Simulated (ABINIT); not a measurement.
The system is NbAs.

```
Nb As
1.0
    -1.72585    1.72585    5.84000
     1.72585   -1.72585    5.84000
     1.72585    1.72585   -5.84000
Nb As
2 2
Direct
  0.50000 0.00000 0.50000
  0.75000 0.75000 0.00000
  0.91600 0.41600 0.50000
  0.16600 0.16600 0.00000
```

Base run:

```yaml
Program: ABINIT 10.8.3 (patched build)
Functional: LDA
Potentials_or_basis: PseudoDojo NC SR LDA v0.4.1 standard
Cutoff: 1088 eV
k_mesh: 8 × 8 × 8
Occupations: fermi-dirac, width 0.05 eV
Spin: no spin polarisation
```

Its results: band gap on the k mesh none (metal or under the smearing width); pressure -5.7 GPa; largest force 0.274 eV/Å.

Task: The run is repeated on the same cell with these changes: functional from LDA to PBEsol; potentials or basis from PseudoDojo NC SR LDA v0.4.1 standard to PseudoDojo NC SR PBEsol v0.4.1 standard; cutoff from 1088 eV to 1034 eV. What comes out?

Result: Band gap on the k mesh none (metal or under the smearing width); pressure -3.5 GPa; largest force 0.287 eV/Å.
